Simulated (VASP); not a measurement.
# CsI (P4mm) in VASP: further runs

The runs below take CsI through single point, with PBE.

All numbers are computed with VASP 6.6.1; they aren't measurements. Logs are shortened: lines on timing, memory, paths and dates and some standing lists are left out, and cuts for length are marked.

### 1 The structure

The structure is tetragonal, space group P4mm (No. 99). The conventional cell has a = 4.567 Å, b = 4.567 Å, c = 4.567 Å, α = 90.00°, β = 90.00°, γ = 90.00°. Cs (site symmetry 4mm) has 8 I at 3.95 to 3.96 Å as nearest neighbours. Around I (site symmetry 4mm) lie 8 Cs at 3.95 to 3.96 Å.

### 2 Single point, PBE

The input, INCAR:

```
ALGO = Fast
EDIFF = 1E-7
ENCUT = 520
GGA = PE
ISIF = 2
ISMEAR = 0
LASPH = T
LCHARG = T
LELF = T
LREAL = F
LVHAR = T
LWAVE = F
NBANDS = 15
NELM = 100
PREC = Accurate
SIGMA = 0.02
```

The input, KPOINTS:

```
k-points
0
Gamma
  7 7 7
```

The input, POSCAR:

```
CsI
1.0
    4.5667000000      0.0000000000      0.0000000000
    0.0000000000      4.5667000000      0.0000000000
    0.0000000000      0.0000000000      4.5667000000
Cs I
1 1
Direct
    0.0000000000      0.0000000000      0.0000000000
    0.5000000000      0.5000000000      0.4978102350
```

Potentials or basis: VASP PAW PBE potentials, release 64 (Cs_sv, I).

On the command line:

```sh
> cat potpaw_PBE.64/Cs_sv/POTCAR potpaw_PBE.64/I/POTCAR > POTCAR
> mpirun -np 1 vasp_std > vasp.out
```

OUTCAR:

```text
EDIFF = 1E-7
   ENCUT = 520
   GGA = PE
   ISIF = 2
   ISMEAR = 0
   LASPH = T
   LREAL = F
   NELM = 100
   PREC = Accurate

 ion  position               nearest neighbor table
   1  0.000  0.000  0.000-
   2  0.500  0.500  0.498-

  LATTYP: Found a simple cubic cell.
 ALAT       =     4.5667000000

  Lattice vectors:

 A1 = (   4.5667000000,   0.0000000000,   0.0000000000)
 A2 = (   0.0000000000,   4.5667000000,   0.0000000000)
 A3 = (   0.0000000000,   0.0000000000,   4.5667000000)

Analysis of symmetry for initial positions (statically):
=====================================================================
 Subroutine PRICEL returns:
 Original cell was already a primitive cell.

 Routine SETGRP: Setting up the symmetry group for a
 simple cubic supercell.

 Subroutine GETGRP returns: Found  8 space group operations
 (whereof  8 operations were pure point group operations)
 out of a pool of 48 trial point group operations.

The static configuration has the point symmetry C_4v.

Analysis of symmetry for dynamics (positions and initial velocities):
=====================================================================
 Subroutine PRICEL returns:
 Original cell was already a primitive cell.

 Routine SETGRP: Setting up the symmetry group for a
 simple cubic supercell.

 Subroutine GETGRP returns: Found  8 space group operations
 (whereof  8 operations were pure point group operations)
 out of a pool of 48 trial point group operations.

The dynamic configuration has the point symmetry C_4v.

 Subroutine INISYM returns: Found  8 space group operations
 (whereof  8 operations are pure point group operations),
 and found     1 'primitive' translations

----------------------------------------------------------------------------------------

                                     Primitive cell

  volume of cell :      95.2374

  direct lattice vectors                    reciprocal lattice vectors
     4.566700000  0.000000000  0.000000000     0.218976504  0.000000000  0.000000000
     0.000000000  4.566700000  0.000000000     0.000000000  0.218976504  0.000000000
     0.000000000  0.000000000  4.566700000     0.000000000  0.000000000  0.218976504

  length of vectors
     4.566700000  4.566700000  4.566700000     0.218976504  0.218976504  0.218976504

  position of ions in fractional coordinates (direct lattice)
     0.000000000  0.000000000  0.000000000
     0.500000000  0.500000000  0.497810235

  ion indices of the primitive-cell ions
   primitive index   ion index
                 1           1
                 2           2

----------------------------------------------------------------------------------------

 KPOINTS: k-points

Automatic generation of k-mesh.
 Grid dimensions read from file:
 generate k-points for:    7    7    7

 Generating k-lattice:

  Cartesian coordinates                     Fractional coordinates (reciprocal lattice)
     0.031282358  0.000000000  0.000000000     0.142857143  0.000000000  0.000000000
     0.000000000  0.031282358  0.000000000     0.000000000  0.142857143  0.000000000
     0.000000000  0.000000000  0.031282358     0.000000000  0.000000000  0.142857143

  Length of vectors
     0.031282358  0.031282358  0.031282358

  Shift w.r.t. Gamma in fractional coordinates (k-lattice)
     0.000000000  0.000000000  0.000000000

 Subroutine IBZKPT returns following result:
 ===========================================

 Found     40 irreducible k-points:

 Following reciprocal coordinates:
            Coordinates               Weight
  0.000000  0.000000  0.000000      1.000000
  0.142857  0.000000  0.000000      4.000000
  0.000000  0.000000  0.142857      2.000000
  0.285714  0.000000  0.000000      4.000000
  0.000000  0.000000  0.285714      2.000000
  0.428571  0.000000  0.000000      4.000000
[... 16 lines left out ...]
  0.142857  0.142857  0.142857      8.000000
  0.285714  0.142857  0.142857     16.000000
 [... further k-points ...]
   k-points           NKPTS =     40   k-points in BZ     NKDIM =     40   number of bands    NBANDS=     15
   number of dos      NEDOS =    301   number of ions     NIONS =      2
   total plane-waves  NPLWV =  46656
   dimension x,y,z NGX =    36 NGY =   36 NGZ =   36
   dimension x,y,z NGXF=    72 NGYF=   72 NGZF=   72
   ions per type =               1   1
   NGX,Y,Z   is equivalent  to a cutoff of  13.11, 13.11, 13.11 a.u.
   NGXF,Y,Z  is equivalent  to a cutoff of  26.21, 26.21, 26.21 a.u.
 SYSTEM =  unknown system
   PREC   = accura    normal or accurate (medium, high low for compatibility)
   ISTART =      0    job   : 0-new  1-cont  2-samecut
   ICHARG =      2    charge: 1-file 2-atom 10-const
   ISPIN  =      1    spin polarized calculation?
   LNONCOLLINEAR =      F non collinear calculations
   LSORBIT =      F    spin-orbit coupling
   LASPH  =      T    aspherical Exc in radial PAW
   ENCUT  =  520.0 eV  38.22 Ry    6.18 a.u.   8.49  8.49  8.49*2*pi/ulx,y,z
   NELM   =    100;   NELMIN=  2; NELMDL= -5     # of ELM steps
   EDIFF  = 0.1E-06   stopping-criterion for ELM
   LREAL  =      F    real-space projection
   EDIFFG = 0.1E-05   stopping-criterion for IOM
   NSW    =      0    number of steps for IOM
   IBRION =     -1    ionic relax: 0-MD 1-quasi-New 2-CG
   NFREE  =      0    steps in history (QN), initial steepest desc. (CG)
   ISIF   =      2    stress and relaxation
   ISYM   =      2    0-nonsym 1-usesym 2-fastsym
   POTIM  = 0.5000    time-step for ionic-motion
   TEBEG  =    0.0;   TEEND  =   0.0 temperature during run
   PSTRESS=    0.0 pullay stress
   NELECT =      16.0000    total number of electrons
   NUPDOWN=      -1.0000    fix difference up-down
   EMIN   =  10.00;   EMAX   =-10.00  energy-range for DOS
   EFERMI =   0.00;   METHOD = LEGACY
   ISMEAR =     0;   SIGMA  =   0.02  broadening in eV -4-tet -1-fermi 0-gaus
   EFERMI_NEDOS =   21; number of points for ismear=-14 and -15
   IALGO  =     68    algorithm
   IMIX   =      4    mixing-type and parameters
     AMIX     =   0.40;   BMIX     =  1.00
     AMIX_MAG =   1.60;   BMIX_MAG =  1.00
  volume/ion in A,a.u.               =      47.62       321.35
  Fermi-wavevector in a.u.,A,eV,Ry     =   0.903328  1.707043 11.102385  0.816002
  Thomas-Fermi vector in A             =   2.026641
   LORBIT       =      0    0 simple, 1 ext, 2 COOP (PROOUT), +10 PAW based schemes
   GGA     = PE    functional components
   LHFCALC =     F    Hartree Fock is set to
   AEXX    =    0.0000 exact exchange contribution
   IVDW    =     0    specifies the selected vdW correction
   LEPSILON=     F    determine dielectric tensor
   LRPA    =     F    only Hartree local field effects (RPA)
 non-spin polarized calculation
 RMM-DIIS sequential band-by-band and
 Gauss-broadening in eV      SIGMA  =   0.02
  energy-cutoff  :      520.00
  volume of cell :       95.24
 maximum number of plane-waves:      2588
 NGX is ok and might be reduce to    36
   NGX = 17   NGY = 17   NGZ = 17

 number of electron      16.0000003 magnetization

 Free energy of the ion-electron system (eV)
  ---------------------------------------------------
  ext. energy  EPLUGINS =         0.00000000
  ---------------------------------------------------
  free energy    TOTEN  =        -5.42728980 eV

  energy without entropy =       -5.42728980  energy(sigma->0) =       -5.42728980

 E-fermi :   0.9390     XC(G=0):  -7.7684

 val. band max:        0.7881953850   @ k =   0.4286   0.4286   0.0000
 cond. band min:       4.6892838078   @ k =   0.0000   0.0000   0.0000
 fundamental gap:      3.9010884228
 Fermi energy:         0.9390089694

 k-point     1 :       0.0000    0.0000    0.0000
  band No.  band energies     occupation
      1     -19.5770      2.00000
      2      -9.8443      2.00000
      3      -6.2776      2.00000
      4      -6.2776      2.00000
      5      -6.2775      2.00000
      6       0.7245      2.00000
      7       0.7245      2.00000
      8       0.7245      2.00000
      9       4.6893      0.00000
     10       4.9941      0.00000
     11       4.9943      0.00000
     12       8.5743      0.00000
     13       8.5744      0.00000
     14       8.5744      0.00000
     15      11.0047      0.00000

 k-point     2 :       0.1429    0.0000    0.0000
  band No.  band energies     occupation
      1     -19.5724      2.00000
      2      -9.8460      2.00000
      3      -6.3079      2.00000
      4      -6.2658      2.00000
      5      -6.2657      2.00000
      6       0.3596      2.00000
      7       0.6963      2.00000
      8       0.6963      2.00000
      9       5.1169      0.00000
     10       5.1272      0.00000
     11       5.4530      0.00000
     12       8.5098      0.00000
     13       8.5099      0.00000
     14       8.6671      0.00000
     15      10.0486      0.00000

 k-point     3 :       0.0000    0.0000    0.1429
  band No.  band energies     occupation
      1     -19.5724      2.00000
      2      -9.8460      2.00000
      3      -6.3079      2.00000
      4      -6.2658      2.00000
      5      -6.2658      2.00000
      6       0.3595      2.00000
      7       0.6963      2.00000
      8       0.6963      2.00000
      9       5.1168      0.00000
     10       5.1271      0.00000
     11       5.4532      0.00000
     12       8.5099      0.00000
     13       8.5099      0.00000
     14       8.6669      0.00000
     15      10.0490      0.00000

 k-point     4 :       0.2857    0.0000    0.0000
  band No.  band energies     occupation
      1     -19.5619      2.00000
      2      -9.8514      2.00000
      3      -6.3675      2.00000
      4      -6.2390      2.00000
      5      -6.2390      2.00000
      6      -0.2780      2.00000
      7       0.6313      2.00000
      8       0.6313      2.00000
      9       5.4656      0.00000
     10       6.0689      0.00000
     11       6.5453      0.00000
     12       8.4908      0.00000
     13       8.4911      0.00000
     14       8.7474      0.00000
     15       8.9131      0.00000
[... 307 lines left out ...]
 k-point    22 :       0.0000    0.4286    0.4286
  band No.  band energies     occupation
      1     -19.5323      2.00000
      2      -9.6940      2.00000
      3      -6.6240      2.00000
      4      -6.5961      2.00000
      5      -6.1786      2.00000
      6      -0.0937      2.00000
      7      -0.0208      2.00000
      8       0.7882      2.00000
      9       5.1913      0.00000
     10       5.8382      0.00000
     11       6.9689      0.00000
     12       7.0968      0.00000
     13       9.4556      0.00000
     14       9.5595      0.00000
     15      10.9334      0.00000

 k-point    23 :       0.1429    0.1429    0.1429
  band No.  band energies     occupation
      1     -19.5634      2.00000
      2      -9.8322      2.00000
      3      -6.3354      2.00000
      4      -6.3354      2.00000
      5      -6.2359      2.00000
      6       0.2202      2.00000
      7       0.4849      2.00000
      8       0.4849      2.00000
      9       5.7722      0.00000
     10       5.7723      0.00000
     11       5.7985      0.00000
     12       8.0233      0.00000
     13       8.0234      0.00000
     14       9.0062      0.00000
     15      10.5786      0.00000

 k-point    24 :       0.2857    0.1429    0.1429
  band No.  band energies     occupation
      1     -19.5533      2.00000
      2      -9.8125      2.00000
      3      -6.4258      2.00000
      4      -6.3047      2.00000
      5      -6.2606      2.00000
      6      -0.1613      2.00000
      7       0.4032      2.00000
      8       0.4797      2.00000
      9       5.9959      0.00000
     10       6.3205      0.00000
     11       6.6996      0.00000
     12       7.9073      0.00000
     13       7.9547      0.00000
     14       8.2876      0.00000
     15       9.9159      0.00000

 [... further k-points ...]

------------------------ aborting loop because EDIFF is reached ----------------------------------------

  FORCE on cell =-STRESS in cart. coord.  units (eV):
  Direction    XX          YY          ZZ          XY          YZ          ZX
  --------------------------------------------------------------------------------------
  -------------------------------------------------------------------------------------
  Total        0.4688913      0.4688913      0.4687878      0.0000000     -0.0000000      0.0000000
  in kB        7.8881526      7.8881526      7.8864115      0.0000000     -0.0000000      0.0000000
  external PRESSURE =       7.8875722 kB  Pullay stress =       0.0000000 kB

 VOLUME and BASIS-vectors are now :
 -----------------------------------------------------------------------------
  energy-cutoff  :      520.00
  volume of cell :       95.24
      direct lattice vectors                 reciprocal lattice vectors
     4.566700000  0.000000000  0.000000000     0.218976504  0.000000000  0.000000000
     0.000000000  4.566700000  0.000000000     0.000000000  0.218976504  0.000000000
     0.000000000  0.000000000  4.566700000     0.000000000  0.000000000  0.218976504

 POSITION                                       TOTAL-FORCE (eV/Angst)
 -----------------------------------------------------------------------------------
      0.00000      0.00000      0.00000         0.000000      0.000000     -0.007955
      2.28335      2.28335      2.27335        -0.000000      0.000000      0.007955
 -----------------------------------------------------------------------------------
    total drift:                               -0.000000     -0.000000      0.000054

  FREE ENERGIE OF THE ION-ELECTRON SYSTEM (eV)
  ---------------------------------------------------
  free  energy   TOTEN  =        -5.4272898010 eV

  energy  without entropy=       -5.4272898010  energy(sigma->0) =       -5.42728980
```

It took 21 s on 1 thread of Intel Xeon 6975P-C (Granite Rapids), shared host; peak memory 0.23 GiB.

Results:

```yaml
Free_energy: -5.4273 eV
Pressure: 0.8 GPa
Largest_force: 0.008 eV/Å
Band_gap_on_the_k_mesh: 3.90 eV, indirect (least direct gap 3.96 eV)
```

Forces on the atoms (eV/Å):
```
Cs   0.000  0.000 -0.008
I    0.000  0.000  0.008
```

Levels at points of the mesh, in eV from the valence-band top:
| k point | band 5 | band 6 | band 7 | band 8 | band 9 | band 10 | band 11 | band 12 |
| --- | --- | --- | --- | --- | --- | --- | --- | --- |
| (0.00, 0.00, 0.00) | -7.07 | -0.06 | -0.06 | -0.06 | 3.90 | 4.21 | 4.21 | 7.79 |

Caveat: spin-orbit coupling is left out, which moves the levels of the heavy elements; an odd mesh through Γ misses points on the zone boundary, where band edges often lie.

### 3 Single point, PBE

The input, INCAR:

```
PREC = Accurate
ENCUT = 520
EDIFF = 1E-6
ISMEAR = 0
SIGMA = 0.02
LREAL = F
LASPH = T
NELM = 100
ALGO = Normal
ISIF = 2
LWAVE = F
LCHARG = F
GGA = PE
NBANDS = 15
```

The input, KPOINTS:

```
Automatic mesh
0
Gamma
  7 7 7
```

Changes to POSCAR since step 2:

```diff
@@ -9,2 +9,2 @@
     0.0000000000      0.0000000000      0.0000000000
-    0.5000000000      0.5000000000      0.4978102350
+    0.5000000000      0.5000000000      0.5021897650
```

Potentials or basis: VASP PAW PBE potentials, release 64 (Cs_sv, I).

On the command line:

```sh
> cat potpaw_PBE.64/Cs_sv/POTCAR potpaw_PBE.64/I/POTCAR > POTCAR
> mpirun -np 1 vasp_std > vasp.out
```

It took 15 s on 1 thread of Intel Xeon 6975P-C (Granite Rapids), shared host; peak memory 0.23 GiB.

It converged, with:

| Quantity | Value |
| --- | --- |
| Free energy | -5.4273 eV |
| Pressure | 0.8 GPa |
| Largest force | 0.008 eV/Å |
| Band gap on the k mesh | 3.90 eV, indirect (least direct gap 3.96 eV) |

Forces in eV/Å, atoms in the order of the input:
```
Cs   0.000  0.000  0.008
I    0.000  0.000 -0.008
```

Levels at points of the mesh, in eV from the valence-band top:
```csv
k point,band 6,band 7,band 8,band 9,band 10,band 11
"(0.00, 0.00, 0.00)",-0.06,-0.06,-0.06,3.90,4.21,4.21
```

Caveat: spin-orbit coupling is left out, which moves the levels of the heavy elements; an odd mesh through Γ misses points on the zone boundary, where band edges often lie.
